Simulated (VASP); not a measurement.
Set up this calculation in VASP 6.6.1, as the native input.

```yaml
Task: relaxation of the atoms
Functional: PBEsol
Dispersion: rVV10
Potentials_or_basis: VASP PAW PBE potentials, release 54 (Cd)
Cutoff: 520 eV
k_mesh: 7 × 7 × 7
Occupations: methfessel-paxton, width 0.1 eV
Spin: spin-orbit coupling, no magnetisation
Further_INCAR_settings: ALGO = Normal; EDIFF = 1e-07; IBRION = 2; EDIFFG = -0.02; NSW = 40
```

The structure of Cd lies in POSCAR:

```
Cd
1.0
   -1.7865360000      1.7757550000      1.7448370000
    1.7839100000     -1.8237960000      1.7902510000
    1.7874350000      1.8246940000     -1.7928780000
Cd
1
Cartesian
   -0.0077685011      0.0022033776      0.0114950454
```

This isn't the form of Cd at room conditions, which is hcp.

The cell isn't the ideal one: cell strained at random at fixed volume.

One way to write it, as run:

INCAR

```
SYSTEM = Cd
ALGO     = Normal         ! electronic algorithm
BPARAM   = 20.0         
CPARAM   = 0.0093       
EDIFF    = 1E-7           ! SCF threshold, eV
EDIFFG   = -0.02          ! ionic threshold
ENCUT    = 520            ! plane-wave cutoff, eV
GGA      = PS             ! functional
GGA_COMPAT= .FALSE.      
IBRION   = 2              ! ionic algorithm
ISIF     = 2              ! what is computed and relaxed
ISMEAR   = 1              ! smearing method
IVDW_NL  = 2            
LASPH    = .TRUE.         ! aspherical terms in the spheres
LCHARG   = .FALSE.        ! write CHGCAR
LNONCOLLINEAR= .TRUE.         ! non-collinear magnetism
LORBIT   = 11             ! projections on sites
LREAL    = .FALSE.        ! projectors in reciprocal space
LSORBIT  = .TRUE.         ! spin-orbit coupling
LUSE_VDW = .TRUE.       
LWAVE    = .FALSE.        ! write WAVECAR
MAGMOM   = 0 0 0          ! initial moments
NELM     = 100            ! most SCF steps
NSW      = 40             ! ionic steps
PREC     = Accurate       ! precision mode
SIGMA    = 0.1            ! smearing width, eV
```

KPOINTS

```
k-points
0
G
  7 7 7
  0 0 0
```

Potentials or basis: VASP PAW PBE potentials, release 54 (Cd).

Command:

```bash
$ cat potpaw_PBE.54/Cd/POTCAR > POTCAR
$ mpirun -np 1 vasp_ncl > vasp.out
```

It gave:

* Pressure after relaxing: -3.5 GPa
* Valence electrons inside the program's atomic spheres: Cd 10.29

Caveat: the k mesh is coarse (spacing up to 0.36 Å⁻¹), so the values aren't converged; the relaxation stopped at its first step, so nothing moved; the PAW data sets were made with another functional, which shifts forces and pressure a little.

Run time: 63 s on 1 thread of Intel(R) Xeon(R) 6975P-C (Granite Rapids), on a shared host, peak memory 0.35 GiB.
